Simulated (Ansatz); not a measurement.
Runs of Ansatz 0.2.0 on Ca. Symmetry: Fm-3m, No. 225, cubic system. The conventional cell has a = 5.588 Å, b = 5.588 Å, c = 5.588 Å, α = 90.00°, β = 90.00°, γ = 90.00°. Ca (site symmetry m-3m) is surrounded by 12 Ca at 3.95 Å. 

| task | level | potentials or basis | spin | k mesh | cutoff (eV) | smearing | optics k mesh | broadening | sphere radius (all atoms) | basis error allowed | other keys | gap on the mesh (eV) | pressure (GPa) |
| --- | --- | --- | --- | --- | --- | --- | --- | --- | --- | --- | --- | --- | --- |
| single point | PBE | all-electron LAPW, scalar-relativistic | off | 6 × 6 × 6 | 66 | fermi-dirac 0.03 eV | - | - | - | 0.003 eV/atom | - | none | (a) |
| optical spectrum | Slater exchange only | all-electron LAPW, relativistic spinors | SOC, no magnetisation | 6 × 6 × 6 | 179 | fermi-dirac 0.15 eV | 9 × 9 × 9 | 0.15 eV | 1.383 Å | 0.002 eV/atom | hamiltonian.pseudopotentials.lapw.muffin_tin_radii = 1.383 | none | - |
| single point | BLYP | all-electron PAW datasets made for the crystal | off | 8 × 8 × 8 | 220 | fermi-dirac 0.15 eV | - | - | - | - | - | none | -0.3 |
| single point | PBE | all-electron LAPW, scalar-relativistic | off | 8 × 8 × 8 | 79 | fermi-dirac 0.05 eV | - | - | - | 0.001 eV/atom | - | none | -0.6 |

Alike in all rows: cell as given.

Q: Fill in the values left out.

A: (a) -0.7.

Caveats: the k mesh is thin for a metal, which can move the energy by tens of meV per atom (some runs); local fields are left out (some runs); spectra need much finer meshes, so this one isn't converged (some runs); independent-particle spectra lack excitons (some runs); the intraband (Drude) part of a metal's response may be missing (some runs).

A gap of «none» marks a metal or a gap under the smearing width.
